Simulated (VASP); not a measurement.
## SnSe₂ (1T (CdI2) bulk), r²SCAN single-point calculation: VASP's output and Ansatz's

POSCAR

```
Sn Se
 1.0000000000000000
     3.8251493340507654    0.0000000000000000   -0.0000000000000000
    -1.9125746670253827    3.3126764965570907   -0.0000000000000000
    -0.0000000000000000   -0.0000000000000000    6.2270788927462952
 Sn  Se
   1   2
Cartesian
  0.0000000000000000  0.0000000000000000 -0.0000000000000000
 -0.0000000000000001  2.2084509977047269  1.5759381138061268
  1.9125746670253825  1.1042254988523634  4.6511407789401682
```

VASP ran with the recommended PBE PAW datasets (26 valence electrons in the cell).

From OUTCAR

```
k-points           NKPTS =     69   k-points in BZ     NKDIM =     69   number of bands    NBANDS=     20

   NELECT =      26.0000    total number of electrons

   dimension x,y,z NGX =    28 NGY =   28 NGZ =   48
   dimension x,y,z NGXF=    56 NGYF=   56 NGZF=   96

  energy-cutoff  :      520.00
  volume of cell :       78.91
      direct lattice vectors                 reciprocal lattice vectors
     3.825149334  0.000000000  0.000000000     0.261427702  0.150935354  0.000000000
    -1.912574667  3.312676497  0.000000000     0.000000000  0.301870708  0.000000000
     0.000000000  0.000000000  6.227078893     0.000000000  0.000000000  0.160588940

 k-points in reciprocal lattice and weights: KPOINTS created by Atomic Simulation Env
   0.00000000  0.00000000  0.00000000       0.002
   0.08333333 -0.00000000  0.00000000       0.010
   0.16666667 -0.00000000  0.00000000       0.010
   0.25000000 -0.00000000  0.00000000       0.010
   0.33333333  0.00000000  0.00000000       0.010
   0.41666667 -0.00000000  0.00000000       0.010
   0.50000000 -0.00000000  0.00000000       0.005
   0.08333333  0.08333333  0.00000000       0.010
   ...

 E-fermi :   3.7130

 k-point     1 :       0.0000    0.0000    0.0000
  band No.  band energies     occupation
      1     -18.2370      2.00000
      2     -18.2369      2.00000
      3     -18.1807      2.00000
      4     -18.1729      2.00000
      5     -18.1729      2.00000
      6     -10.6283      2.00000
      7      -8.9412      2.00000
      8      -2.5236      2.00000
      9       3.0513      2.00000
     10       3.0513      2.00000
     11       3.3320      2.00000
     12       3.3320      2.00000
     13       3.5315      2.00000
     14       5.0747      0.00000
     15       7.2176      0.00000
     16       8.7032      0.00000
     17       8.7032      0.00000
     18      12.3256      0.00000
     19      13.2155      0.00000
     20      13.2155      0.00000

 k-point     2 :       0.0833   -0.0000    0.0000
  band No.  band energies     occupation
      1     -18.2404      2.00000
      2     -18.2346      2.00000
      3     -18.1789      2.00000
      4     -18.1743      2.00000
      5     -18.1724      2.00000
      6     -10.5581      2.00000
      7      -8.8943      2.00000
      8      -2.5025      2.00000
      9       2.2514      2.00000
     10       2.7330      2.00000
     11       2.9689      2.00000
     12       3.4965      2.00000
     13       3.5904      2.00000
     14       5.6402      0.00000
     15       7.6273      0.00000
     16       8.4934      0.00000
     17       8.8407      0.00000
     18      12.3913      0.00000
     19      12.5845      0.00000
     20      13.3102      0.00000

 k-point     3 :       0.1667   -0.0000    0.0000
  band No.  band energies     occupation
      1     -18.2506      2.00000
      2     -18.2288      2.00000
      3     -18.1795      2.00000
      4     -18.1720      2.00000
      5     -18.1704      2.00000
      6     -10.3521      2.00000
      7      -8.7660      2.00000
      8      -2.4765      2.00000
      9       1.0748      2.00000
     10       2.1653      2.00000
     11       2.2491      2.00000
     12       3.5479      2.00000
     13       3.5823      2.00000
     14       6.1875      0.00000
     15       7.8634      0.00000
     16       8.9348      0.00000
     17       9.1496      0.00000
     18      11.4428      0.00000
     19      12.4871      0.00000
     20      13.5139      0.00000

 k-point     4 :       0.2500   -0.0000    0.0000
  band No.  band energies     occupation
      1     -18.2655      2.00000
      2     -18.2226      2.00000
      3     -18.1846      2.00000
      4     -18.1659      2.00000
      5     -18.1637      2.00000
      6     -10.0269      2.00000
      7      -8.5961      2.00000
      8      -2.5751      2.00000
      9       0.1369      2.00000
     10       1.3537      2.00000
     11       1.7859      2.00000
     12       3.3857      2.00000
     13       3.5470      2.00000
     14       5.8933      0.00000
     15       8.0682      0.00000
     16       9.3982      0.00000
     17       9.7414      0.00000
     18      10.7190      0.00000
     19      12.5306      0.00000
     20      13.8739      0.00000

 ...

  Total        0.4890895      0.4890895      0.4679285      0.0000000      0.0000000      0.0000000
  in kB        9.9308664      9.9308664      9.5011961      0.0000000      0.0000000      0.0000000
  external PRESSURE =       9.7876430 kB  Pullay stress =       0.0000000 kB

 POSITION                                       TOTAL-FORCE (eV/Angst)
 -----------------------------------------------------------------------------------
      0.00000      0.00000      0.00000         0.000000      0.000000      0.000000
      0.00000      2.20845      1.57594         0.000000     -0.000000     -0.015673
      1.91257      1.10423      4.65114        -0.000000      0.000000      0.015673
 -----------------------------------------------------------------------------------
    total drift:                                0.000000      0.000000     -0.000000

  FREE ENERGIE OF THE ION-ELECTRON SYSTEM (eV)
  ---------------------------------------------------
  free  energy   TOTEN  =       -54.6256845355 eV

  energy  without entropy=      -54.6256845355  energy(sigma->0) =      -54.62568454
```

The two codes use different PAW datasets and cutoffs. VASP's cell holds 26 valence electrons and Ansatz's 46. Ansatz's stress includes a Pulay correction; VASP's doesn't.

**Question.** What does Ansatz give for the same cell and level of theory?

**Answer.** gap between bands v and c 0.96 eV; least direct gap 1.49 eV; pressure 0.9 GPa; largest force 0.03 eV/Å.

Ansatz printed

```
SCF 1 converged in 6 iterations: F = -16996.160375 eV  dr2 = 4.29e-8
  greatest PAW one-centre occupation: 1.000 electrons in one spin orbital (limit 2), on the Se atom at site 2 (counted from 0), in its partial waves of l = 2
NSCF: frozen V_eff on 8 k-points
SCF converged after 6 iterations
Free energy (F): -16996.160375 eV
Harris-Foulkes:  -16996.160375 eV  (|F-HF|=1.39e-8)
Internal energy: -16996.160375 eV  (E = F + TS)
E sigma→0 (E₀):  -16996.160375 eV
Fermi energy:    7.501489 eV
--- Per-component energies (eV) ---
  E_band       = -907.840339
  E_kinetic    = 424.679081
  E_local      = -6107.461806  (includes V_loc(G=0)·N_el)
  E_nonlocal   = -1221.992740
  E_hartree    = 3126.409551
  E_xc         = -569.664356
  E_vxc        = -313.836238  (∫ρ·V_xc dr)
  E_paw        = -8014.909828  (= ΣΔE_a)
  E_vpaw       = 41.268878  (= ΣTr[D̂ρ^β])
  E_aug_tail   = -0.000420  (compensation charges beyond the density's cutoff)
  E_vtau       = 16.690853  (kinetic-family band-sum trace: ∫τ·v_τ [+ j·A + Jᵃ·Aᵃ] dr)
  E_ewald      = -4630.425635
  E_core_change = -2.794221  (= ΣΔE_core)
  E_smearing   = -0.000000  (= −TS)
  E_closure    = -0.000000  (closes the sum)
  Σ components = -16996.160375   (vs F -16996.160375, Δ=0.00e0)
--- Forces (eV/Å), atoms counted from 1 ---
  atom   1  Sn     0.00000000     0.00000000     0.00000000
  atom   2  Se    -0.00000000     0.00000000    -0.02894549
  atom   3  Se    -0.00000000    -0.00000000     0.02894549
  max |Σ_I F_I| component: 9.25e-18 eV/Å
--- Stress (GPa, compression-positive) ---
        0.940237       0.000000       0.000000
       -0.000000       0.940237       0.000000
        0.000000       0.000000       0.907105
  P = ⅓ Tr σ = 0.9292 GPa (9.292 kbar)
--- Band table (eV; the first three rows and the last of 69) ---
  k-point 0: bands = ["-40.0165", "-40.0165", "-40.0164", "-40.0164", "-39.9904", "-39.9904", "-39.9899", "-39.9899", "-39.9787", "-39.9785", "-14.4306", "-14.4306", "-14.3867", "-14.3767", "-14.3767", "-6.7627", "-5.0731", "1.3316", "6.9163", "6.9163", "7.1949", "7.1949", "7.3899", "8.9408", "11.0806", "12.5637", "12.5637"]
  k-point 1: bands = ["-40.0164", "-40.0164", "-40.0164", "-40.0164", "-39.9904", "-39.9904", "-39.9899", "-39.9899", "-39.9787", "-39.9785", "-14.4306", "-14.4306", "-14.3866", "-14.3767", "-14.3767", "-6.6788", "-5.2406", "1.7437", "6.2843", "6.8559", "6.8559", "7.2840", "7.2840", "9.7733", "11.0705", "12.4275", "12.4275"]
  k-point 2: bands = ["-40.0164", "-40.0164", "-40.0164", "-40.0164", "-39.9902", "-39.9902", "-39.9901", "-39.9901", "-39.9786", "-39.9786", "-14.4306", "-14.4306", "-14.3866", "-14.3767", "-14.3767", "-6.5753", "-5.4230", "2.2709", "5.3829", "6.8141", "6.8141", "7.3551", "7.3551", "10.3231", "11.0179", "12.2986", "12.2986"]
  k-point 68: bands = ["-40.0161", "-40.0160", "-40.0160", "-40.0160", "-39.9903", "-39.9903", "-39.9903", "-39.9902", "-39.9782", "-39.9782", "-14.4491", "-14.4491", "-14.3766", "-14.3766", "-14.3554", "-4.6644", "-4.6644", "0.1871", "3.3724", "3.3724", "3.8201", "7.0921", "7.0921", "10.1254", "12.5463", "12.5463", "14.0333"]
```
